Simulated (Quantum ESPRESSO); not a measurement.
Crystal: TiNi.

```
CELL_PARAMETERS angstrom
2.73580 0.00000 0.00000
0.00000 2.73580 0.00000
0.00000 0.00000 3.58141
ATOMIC_POSITIONS crystal
Ni 0.00000 0.00000 0.00000
Ti 0.50000 0.50000 0.50000
```

The cell comes from a database or a generator and needn't be the stable form of this composition.

| Quantity | Value |
| --- | --- |
| Program | Quantum ESPRESSO 7.5 |
| Task | phonons |
| Functional | PBEsol |
| Potentials or basis | GBRV 1.5 PBEsol |
| Cutoff | 612 eV |
| Density cutoff | 4898 eV |
| k mesh | 8 × 8 × 7 |
| Occupations | cold, width 0.272 eV |
| Spin | collinear spin, ferromagnetic start |
| Starting moments | [1.0, 1.0] μB |
| Mixing beta | 0.3 |
| Most SCF iterations | 120 |
| SCF threshold | 4e-10 Ry |

The cell and the atoms were relaxed first, to 12.95 Å³/atom (a = 2.754 Å, b = 2.754 Å, c = 3.415 Å, α = 90.00°, β = 90.00°, γ = 90.00°), and the response was taken there.

Where do the zone-centre optical modes lie?

Eu at 205 cm⁻¹ (IR); A2u at 226 cm⁻¹ (IR).

Optical modes at Γ, degenerate ones joined:
| cm⁻¹ | components | symmetry | active in |
| --- | --- | --- | --- |
| 205 | 2 | Eu | IR |
| 226 | 1 | A2u | IR |

Caveat: the mesh is thin for the phonons of a metal.
